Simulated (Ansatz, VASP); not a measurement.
# One calculation of BeTe, two programs

Contents of INCAR:

```
SYSTEM = BeTe
AGGAC    = 0.0          
ALDAC    = 0.0          
ALGO     = Normal         ! electronic algorithm
EDIFF    = 1E-6           ! SCF threshold, eV
ENCUT    = 520            ! plane-wave cutoff, eV
GGA      = PE             ! functional
ISIF     = 2              ! what is computed and relaxed
ISMEAR   = -1             ! smearing method
LASPH    = .True.         ! aspherical terms in the spheres
LCHARG   = .False.        ! write CHGCAR
LREAL    = .False.        ! projectors in reciprocal space
LWAVE    = .False.        ! write WAVECAR
NBANDS   = 11             ! bands
NELM     = 80             ! most SCF steps
PREC     = Accurate       ! precision mode
SIGMA    = 0.05           ! smearing width, eV
```

The input KPOINTS:

```
k-points
0
Gamma
  8 8 8
  0 0 0
```

File POSCAR:

```
BeTe
1.0
    0.0000000000      2.7700000000      2.7700000000
    2.7700000000      0.0000000000      2.7700000000
    2.7700000000      2.7700000000      0.0000000000
Te Be
1 1
Direct
    0.7500000000      0.7500000000      0.7500000000
    0.0000000000      0.0000000000      0.0000000000
```

Contents of input.yaml:

```yaml
crystal:
  lattice:
    - [0.0, 2.77, 2.77]
    - [2.77, 0.0, 2.77]
    - [2.77, 2.77, 0.0]
  atoms:
    - { symbol: Te, position: [0.75, 0.75, 0.75] }
    - { symbol: Be, position: [0.0, 0.0, 0.0] }
hamiltonian:
  xc: { exchange: pbe, correlation: none }
  pseudopotentials: { kind: paw }
kpoints:
  mp_grid: { grid: [8, 8, 8] }
scf:
  occupations: { method: fermi_dirac, width: 0.05 }
output:
  forces: true
  stress: true
  eigenvalues: true
  write_density: true
  write_potential: true
  elf: true
  volumetric_format: npy
```

Alike in both runs: task single point; functional PBE exchange alone; k mesh 8 × 8 × 8; occupations fermi-dirac, width 0.05 eV; no spin polarisation.

```csv
,VASP,Ansatz
version,VASP 6.6.1,Ansatz 0.2.0
potentials or method,"VASP PAW PBE potentials, release 64 (Te, Be)",Ansatz PAW
plane-wave cutoff (eV),520,420
valence electrons in the cell,8,18
```

|  | VASP | Ansatz | Ansatz less VASP |
| --- | --- | --- | --- |
| gap on the k mesh at the Fermi level (eV) | 2.11 | 2.12 | +0.013 |
| least direct gap on the mesh (eV) | 3.65 | 3.66 | +0.016 |
| pressure (GPa) | 12.8 | 12.5 | -0.22 |

The two sets of potentials don't hold the same shells in valence.

Caveats: spin-orbit coupling is left out, which moves the levels of the heavy elements; the PAW data sets come from PBE, with cores solved anew for the run's functional, which leaves a small shift of forces and pressure (Ansatz). A k mesh can miss the band edges.
